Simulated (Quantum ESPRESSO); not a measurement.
## WC (Qusongite) under changes of volume

One of the cells (10.376 Å³/atom); the others are scaled copies at fixed shape and fractional positions:

```
W C
1.0
     2.90650    0.00000    0.00000
    -1.45325    2.51710    0.00000
     0.00000    0.00000    2.83660
W C
1 1
Cartesian
  0.0000 0.0000 0.0000
  1.4533 0.8390 1.4183
```

| Property | Result |
| --- | --- |
| Program | Quantum ESPRESSO 7.5 |
| Functional | PBE |
| Potentials or basis | SSSP 1.3 efficiency PBE |
| Cutoff | 748 eV |
| Density cutoff | 5987 eV |
| k mesh | 10 × 10 × 9 |
| Occupations | fermi-dirac, width 0.05 eV |
| Spin | no spin polarisation |

```tsv
volume (Å³/atom)	energy over the lowest point (meV/atom)	pressure (GPa)
9.754	?	?
9.961	43.28	24.9
10.169	17.25	15.2
10.376	3.23	6.4
10.584	0.00	-1.5
10.791	6.51	-8.6
10.999	21.79	-15.1
```

Problem. What does the run at 9.754 Å³/atom give?

Solution. Energy over the lowest point 82.63 meV/atom; pressure 35.7 GPa.

Worked out: A Birch-Murnaghan fit of order 3 (a polynomial in V^(-2/3)) to the other rows has its minimum at 10.55 Å³/atom with B0 = V·E''(V) = 389 GPa and B' = 4.3 at fixed shape and positions, which overstates the stiffness. It gives 82.48 meV/atom at 9.754 Å³/atom, against the run's 82.63, and -dE/dV = 35.8 GPa, against 35.7.

Energies are extrapolated to zero smearing.
